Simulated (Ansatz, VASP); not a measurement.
Ni: VASP beside Ansatz

Contents of INCAR:

```
  PREC = Accurate
  ENCUT = 520
  EDIFF = 1E-7
  ISMEAR = -1
  SIGMA = 0.05
  LREAL = False
  LASPH = True
  NELM = 150
  ALGO = Normal
  ISIF = 2
  LWAVE = False
  LCHARG = False
  ISPIN = 2
  MAGMOM = 0.539
  LORBIT = 11
  LMAXMIX = 4
  GGA = B5
  ALDAX = 1.0
  AGGAX = 1.0
  AGGAC = 1.0
  ALDAC = 0.0
  NBANDS = 15
```

Contents of KPOINTS:

```
Automatic mesh
0
Gamma
  15 15 15
```

File POSCAR:

```
Ni
1.0
    2.3680659922      0.0000000000      0.0000000000
    0.0000000000      2.3680659922      0.0000000000
    0.0000000000      0.0000000000      2.3680659922
Ni
1
Direct
    0.0000000000      0.0000000000      0.0000000000
```

Input for Ansatz:

```yaml
crystal:
  lattice:
    - [2.3680659922, 0.0, 0.0]
    - [0.0, 2.3680659922, 0.0]
    - [0.0, 0.0, 2.3680659922]
  atoms:
    - { symbol: Ni, position: [0.0, 0.0, 0.0], spin: 0.539 }
hamiltonian:
  xc: blyp
  pseudopotentials:
    kind: paw
    azcp:
      Ni: "pseudopotentials/Ni.paw.azcp"
basis:
  ecutwfc: 420
  fft_grid_basis: typed
kpoints:
  mp_grid: { grid: [15, 15, 15], shift: [0, 0, 0] }
magnetization:
  spin_polarized: true
scf:
  occupations: { method: fermi_dirac, width: 0.05 }
  lower_state_search: "off"
output:
  stress: true
```

Alike in both runs: task single point; functional BLYP; k mesh 15 × 15 × 15; occupations fermi-dirac, width 0.05 eV; collinear spin.

|  | VASP | Ansatz |
| --- | --- | --- |
| version | VASP 6.6.1 | Ansatz 0.2.0 |
| potentials or method | VASP PAW PBE potentials, release 64 (Ni) | plane waves (420 eV) with PAW, scalar-relativistic |
| plane-wave cutoff (eV) | 520 | 420 |
| valence electrons in the cell | 10 | 18 |

Ansatz gave:

```
pressure (GPa)                                                : 0.1
net moment per atom (μB)                                      : 0.51
size of the moment on the site where the two differ most (μB) : 0.52
```

**Question.** Estimate VASP's values.

**Answer.** Pressure (GPa): 0.1; net moment per atom (μB): 0.48; size of the moment on the site where the two differ most (μB): 0.49.

Site moments also hang on the region over which each program counts them. The two sets of potentials don't hold the same shells in valence.

Caveats: the PAW data sets were made with another functional, which shifts forces and pressure a little (VASP).
